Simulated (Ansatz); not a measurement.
Ti$_{3}$SiC$_{2}$ in space group P6_3/mmc (No. 194; Si on 2b, C on 4f, Ti on 4f, Ti on 2a) under volume change, DFT-LDA in the program Ansatz with PAW potentials, shape and atoms relaxed at each volume.

| V (Å³/atom) | E − E(relaxed) (meV/atom) | P (GPa) |
|---|---|---|
| 10.444 | 70.8 | 23.80 |
| 10.788 | 29.8 | 14.60 |
| 11.133 | 7.0 | 6.74 |
| 11.477 | 0.0 | 0.01 |
| 11.821 | 6.3 | -5.73 |
| 12.166 | 24.0 | -10.61 |
| 12.510 | 51.4 | -14.72 |

What does a third-order Birch–Murnaghan fit give for V₀, B₀ and B′?

V₀ = 11.48 Å³/atom, B₀ = 206 GPa, B′ = 4.3.

Symmetry was held in the LDA relaxation; of distortions, only those at the zone centre were tested. No spin polarisation was allowed.

Potentials: the later of the program's two PAW sets.
